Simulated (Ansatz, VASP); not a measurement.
**Ru in VASP and in Ansatz**

The input INCAR:

```
SYSTEM = Ru
ALGO = Fast
EDIFF = 1E-6
ENCUT = 520
GGA = PE
ISIF = 2
ISMEAR = 0
LASPH = .True.
LCHARG = .False.
LREAL = .False.
LWAVE = .False.
NBANDS = 13
NELM = 60
PREC = Accurate
SIGMA = 0.15
```

File KPOINTS:

```
k-points
0
Gamma
  20 20 20
  0 0 0
```

Contents of POSCAR:

```
Ru
1.0
   -0.1333558828      1.8860331989      1.8860331989
    1.8860331989     -0.1333558828      1.8860331989
    1.8860331989      1.8860331989     -0.1333558828
Ru
1
Direct
    0.0000000000      0.0000000000      0.0000000000
```

Input for Ansatz:

```yaml
crystal:
  lattice:
    - [-0.1333558828, 1.8860331989, 1.8860331989]
    - [1.8860331989, -0.1333558828, 1.8860331989]
    - [1.8860331989, 1.8860331989, -0.1333558828]
  atoms:
    - { symbol: Ru, position: [0.0, 0.0, 0.0] }
basis:
  ecutwfc: 420
kpoints:
  mp_grid: { grid: [20, 20, 20] }
hamiltonian:
  xc: pbe
scf:
  occupations: { method: gaussian, width: 0.15 }
output:
  forces: true
  stress: true
  eigenvalues: true
```

Change from the starting cell: equal engineering shear yz, xz and xy -0.0700, equal normal strain along x, y and z +0.0250.

Alike in both runs: task single point; functional PBE; k mesh 20 × 20 × 20; occupations gaussian, width 0.15 eV; no spin polarisation.

|  | VASP | Ansatz |
| --- | --- | --- |
| version | VASP 6.6.1 | Ansatz 0.2.0 |
| potentials or method | VASP PAW PBE potentials, release 64 (Ru_pv) | scalar-relativistic, plane waves, PAW |
| plane-wave cutoff (eV) | 520 | 420 |
| valence electrons in the cell | 14 | 16 |

```csv
,VASP,Ansatz,Ansatz less VASP
gap on the k mesh at the Fermi level (eV),none,none,-
pressure (GPa),-14.8,-14.6,+0.23
largest component of the traceless stress (GPa),12.83,12.85,+0.025
```

A gap of «none» marks a metal or a gap that the smearing closes. The two sets of potentials don't hold the same shells in valence.
